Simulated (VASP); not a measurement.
# BeTe (F-43m) in VASP: notebook, part 3 of 3

VASP 6.6.1. The steps go on from the part before.

### 6 Single point, PBE (cell and atoms relaxed tightly for response)

Contents of INCAR:

```
  ALGO = Normal
  EDIFF = 1E-6
  ENCUT = 520
  GGA = PE
  ISIF = 2
  ISMEAR = 0
  LASPH = True
  LCHARG = True
  LELF = True
  LREAL = False
  LVHAR = True
  LWAVE = False
  NBANDS = 11
  NELM = 60
  PREC = Accurate
  SIGMA = 0.01
```

Contents of KPOINTS:

```
k-points
0
Gamma
  8 8 8
```

Contents of POSCAR:

```
BeTe
1.0
    0.0000000000      2.8318743937      2.8318743937
    2.8318743937      0.0000000000      2.8318743937
    2.8318743937      2.8318743937      0.0000000000
Be Te
1 1
Direct
    0.0000000000      0.0000000000      0.0000000000
    0.2500000000      0.2500000000      0.2500000000
```

Potentials or basis: VASP PAW PBE potentials, release 64 (Be, Te).

The run is started by

```console
> cat potpaw_PBE.64/Be/POTCAR potpaw_PBE.64/Te/POTCAR > POTCAR
> mpirun -np 1 vasp_std > vasp.out
```

OUTCAR:

```text
EDIFF = 1E-6
   ENCUT = 520
   GGA = PE
   ISIF = 2
   ISMEAR = 0
   LASPH = True
   LREAL = False
   NELM = 60
   PREC = Accurate

 ion  position               nearest neighbor table
   1  0.000  0.000  0.000-   2 2.45   2 2.45   2 2.45   2 2.45
   2  0.250  0.250  0.250-   1 2.45   1 2.45   1 2.45   1 2.45

  LATTYP: Found a face centered cubic cell.
 ALAT       =     5.6637487874

  Lattice vectors:

 A1 = (   0.0000000000,   2.8318743937,   2.8318743937)
 A2 = (   2.8318743937,   0.0000000000,   2.8318743937)
 A3 = (   2.8318743937,   2.8318743937,   0.0000000000)

Analysis of symmetry for initial positions (statically):
=====================================================================
 Subroutine PRICEL returns:
 Original cell was already a primitive cell.

 Routine SETGRP: Setting up the symmetry group for a
 face centered cubic supercell.

 Subroutine GETGRP returns: Found 24 space group operations
 (whereof 24 operations were pure point group operations)
 out of a pool of 48 trial point group operations.

The static configuration has the point symmetry T_d .

Analysis of symmetry for dynamics (positions and initial velocities):
=====================================================================
 Subroutine PRICEL returns:
 Original cell was already a primitive cell.

 Routine SETGRP: Setting up the symmetry group for a
 face centered cubic supercell.

 Subroutine GETGRP returns: Found 24 space group operations
 (whereof 24 operations were pure point group operations)
 out of a pool of 48 trial point group operations.

The dynamic configuration has the point symmetry T_d .

 Subroutine INISYM returns: Found 24 space group operations
 (whereof 24 operations are pure point group operations),
 and found     1 'primitive' translations

----------------------------------------------------------------------------------------

                                     Primitive cell

  volume of cell :      45.4205

  direct lattice vectors                    reciprocal lattice vectors
     0.000000000  2.831874394  2.831874394    -0.176561503  0.176561503  0.176561503
     2.831874394  0.000000000  2.831874394     0.176561503 -0.176561503  0.176561503
     2.831874394  2.831874394  0.000000000     0.176561503  0.176561503 -0.176561503

  length of vectors
     4.004875175  4.004875175  4.004875175     0.305813494  0.305813494  0.305813494

  position of ions in fractional coordinates (direct lattice)
     0.000000000  0.000000000  0.000000000
     0.250000000  0.250000000  0.250000000

  ion indices of the primitive-cell ions
   primitive index   ion index
                 1           1
                 2           2

----------------------------------------------------------------------------------------

 KPOINTS: k-points

Automatic generation of k-mesh.
 Grid dimensions read from file:
 generate k-points for:    8    8    8

 Generating k-lattice:

  Cartesian coordinates                     Fractional coordinates (reciprocal lattice)
    -0.022070188  0.022070188  0.022070188     0.125000000  0.000000000  0.000000000
     0.022070188 -0.022070188  0.022070188     0.000000000  0.125000000  0.000000000
     0.022070188  0.022070188 -0.022070188     0.000000000  0.000000000  0.125000000

  Length of vectors
[... 38 lines left out ...]
   number of dos      NEDOS =    301   number of ions     NIONS =      2
   total plane-waves  NPLWV =  27000
   dimension x,y,z NGX =    30 NGY =   30 NGZ =   30
   dimension x,y,z NGXF=    60 NGYF=   60 NGZF=   60
   ions per type =               1   1
   NGX,Y,Z   is equivalent  to a cutoff of  12.45, 12.45, 12.45 a.u.
   NGXF,Y,Z  is equivalent  to a cutoff of  24.91, 24.91, 24.91 a.u.
 SYSTEM =  unknown system
   PREC   = accura    normal or accurate (medium, high low for compatibility)
   ISTART =      0    job   : 0-new  1-cont  2-samecut
   ICHARG =      2    charge: 1-file 2-atom 10-const
   ISPIN  =      1    spin polarized calculation?
   LNONCOLLINEAR =      F non collinear calculations
   LSORBIT =      F    spin-orbit coupling
   LASPH  =      T    aspherical Exc in radial PAW
   ENCUT  =  520.0 eV  38.22 Ry    6.18 a.u.   7.45  7.45  7.45*2*pi/ulx,y,z
   NELM   =     60;   NELMIN=  2; NELMDL= -5     # of ELM steps
   EDIFF  = 0.1E-05   stopping-criterion for ELM
   LREAL  =      F    real-space projection
   EDIFFG = 0.1E-04   stopping-criterion for IOM
   NSW    =      0    number of steps for IOM
   IBRION =     -1    ionic relax: 0-MD 1-quasi-New 2-CG
   NFREE  =      0    steps in history (QN), initial steepest desc. (CG)
   ISIF   =      2    stress and relaxation
   ISYM   =      2    0-nonsym 1-usesym 2-fastsym
   POTIM  = 0.5000    time-step for ionic-motion
   TEBEG  =    0.0;   TEEND  =   0.0 temperature during run
   PSTRESS=    0.0 pullay stress
   NELECT =       8.0000    total number of electrons
   NUPDOWN=      -1.0000    fix difference up-down
   EMIN   =  10.00;   EMAX   =-10.00  energy-range for DOS
   EFERMI =   0.00;   METHOD = LEGACY
   ISMEAR =     0;   SIGMA  =   0.01  broadening in eV -4-tet -1-fermi 0-gaus
   EFERMI_NEDOS =   21; number of points for ismear=-14 and -15
   IALGO  =     38    algorithm
   IMIX   =      4    mixing-type and parameters
     AMIX     =   0.40;   BMIX     =  1.00
     AMIX_MAG =   1.60;   BMIX_MAG =  1.00
  volume/ion in A,a.u.               =      22.71       153.26
  Fermi-wavevector in a.u.,A,eV,Ry     =   0.917672  1.734149 11.457765  0.842122
  Thomas-Fermi vector in A             =   2.042667
   LORBIT       =      0    0 simple, 1 ext, 2 COOP (PROOUT), +10 PAW based schemes
   GGA     = PE    functional components
   LHFCALC =     F    Hartree Fock is set to
   AEXX    =    0.0000 exact exchange contribution
   IVDW    =     0    specifies the selected vdW correction
   LEPSILON=     F    determine dielectric tensor
   LRPA    =     F    only Hartree local field effects (RPA)
 non-spin polarized calculation
 Gauss-broadening in eV      SIGMA  =   0.01
  energy-cutoff  :      520.00
  volume of cell :       45.42
 maximum number of plane-waves:      1243
 NGX is ok and might be reduce to    30
   NGX = 15   NGY = 15   NGZ = 15

 number of electron       8.0000000 magnetization

 Free energy of the ion-electron system (eV)
  ---------------------------------------------------
  ext. energy  EPLUGINS =         0.00000000
  ---------------------------------------------------
  free energy    TOTEN  =        -7.62446163 eV

  energy without entropy =       -7.62446163  energy(sigma->0) =       -7.62446163

 E-fermi :   4.9496     XC(G=0):  -8.9892

 val. band max:        4.9089605127   @ k =   0.0000   0.0000   0.0000
 cond. band min:       6.9234622652   @ k =   0.5000   0.5000   0.0000
 fundamental gap:      2.0145017526
 Fermi energy:         4.9495793671

 k-point     1 :       0.0000    0.0000    0.0000
  band No.  band energies     occupation
      1      -7.2780      2.00000
      2       4.9090      2.00000
      3       4.9090      2.00000
      4       4.9090      2.00000
      5       8.5324      0.00000
      6       8.5324      0.00000
      7       8.5324      0.00000
      8       8.6078      0.00000
      9      13.2003      0.00000
     10      15.1184      0.00000
     11      15.1184      0.00000
[... 309 lines left out ...]
 k-point    24 :      -0.3750    0.2500    0.1250
  band No.  band energies     occupation
      1      -5.7428      2.00000
      2      -0.1133      2.00000
      3       2.0734      2.00000
      4       3.0525      2.00000
      5       9.0917      0.00000
      6       9.2990      0.00000
      7      11.5229      0.00000
      8      12.6052      0.00000
      9      13.3839      0.00000
     10      16.4267      0.00000
     11      16.7649      0.00000

 [... further k-points ...]

------------------------ aborting loop because EDIFF is reached ----------------------------------------

  FORCE on cell =-STRESS in cart. coord.  units (eV):
  Direction    XX          YY          ZZ          XY          YZ          ZX
  --------------------------------------------------------------------------------------
  -------------------------------------------------------------------------------------
  Total        0.0396076      0.0396076      0.0396076     -0.0000000     -0.0000000     -0.0000000
  in kB        1.3971297      1.3971297      1.3971297     -0.0000000     -0.0000000     -0.0000000
  external PRESSURE =       1.3971297 kB  Pullay stress =       0.0000000 kB

 VOLUME and BASIS-vectors are now :
 -----------------------------------------------------------------------------
  energy-cutoff  :      520.00
  volume of cell :       45.42
      direct lattice vectors                 reciprocal lattice vectors
     0.000000000  2.831874394  2.831874394    -0.176561503  0.176561503  0.176561503
     2.831874394  0.000000000  2.831874394     0.176561503 -0.176561503  0.176561503
     2.831874394  2.831874394  0.000000000     0.176561503  0.176561503 -0.176561503

 POSITION                                       TOTAL-FORCE (eV/Angst)
 -----------------------------------------------------------------------------------
      0.00000      0.00000      0.00000         0.000000      0.000000      0.000000
      1.41594      1.41594      1.41594        -0.000000     -0.000000     -0.000000
 -----------------------------------------------------------------------------------
    total drift:                                0.000000      0.000000      0.000000

  FREE ENERGIE OF THE ION-ELECTRON SYSTEM (eV)
  ---------------------------------------------------
  free  energy   TOTEN  =        -7.6244616349 eV

  energy  without entropy=       -7.6244616349  energy(sigma->0) =       -7.62446163
```

Run time: 11 s. Hardware: 1 thread of Intel Xeon Platinum 8488C (Sapphire Rapids), shared host; peak memory 0.17 GiB.

Results:

```yaml
Free_energy: -7.6245 eV
Pressure: 0.1 GPa
Band_gap_on_the_k_mesh: 2.01 eV, indirect (least direct gap 3.62 eV)
```

Levels at points of the mesh, in eV from the valence-band top:
```
           k point  band 2  band 3  band 4  band 5  band 6  band 7
(0.00, 0.00, 0.00)    0.00    0.00    0.00    3.62    3.62    3.62
(0.50, 0.00, 0.00)   -5.43   -1.10   -1.10    3.03    4.60    4.60
(0.50, 0.50, 0.00)   -5.03   -2.58   -2.58    2.01    2.69    9.60
```

Caveat: spin-orbit coupling is left out, which moves the levels of the heavy elements.

### 7 Overview

| task | cell | k mesh | cutoff (eV) | smearing | gap on the mesh (eV) | pressure (GPa) |
| --- | --- | --- | --- | --- | --- | --- |
| single point | F-43m, 22.71 Å³/atom | 8 × 8 × 8 | 520 | gaussian 0.02 eV | 2.01 | 0.1 |
| relaxation of cell and atoms | relaxed | 8 × 8 × 8 | 600 | gaussian 0.02 eV | 2.02 | 0.0 |
| single point | the database's cell and atoms | 8 × 8 × 8 | 520 | gaussian 0.02 eV | 1.85 | 4.5 |
| single point | F-43m, 21.25 Å³/atom | 6 × 6 × 6 | 520 | gaussian 0.1 eV | 1.85 | 4.5 |
| single point | cell and atoms relaxed tightly for response | 8 × 8 × 8 | 520 | gaussian 0.01 eV | 2.01 | 0.1 |

Alike in all rows: level PBE; potentials or basis VASP PAW PBE potentials, release 64 (Be, Te); no spin polarisation.

Caveats: spin-orbit coupling is left out, which moves the levels of the heavy elements.

Total energies depend on the potentials used, so only differences within one code and one set of settings carry meaning.
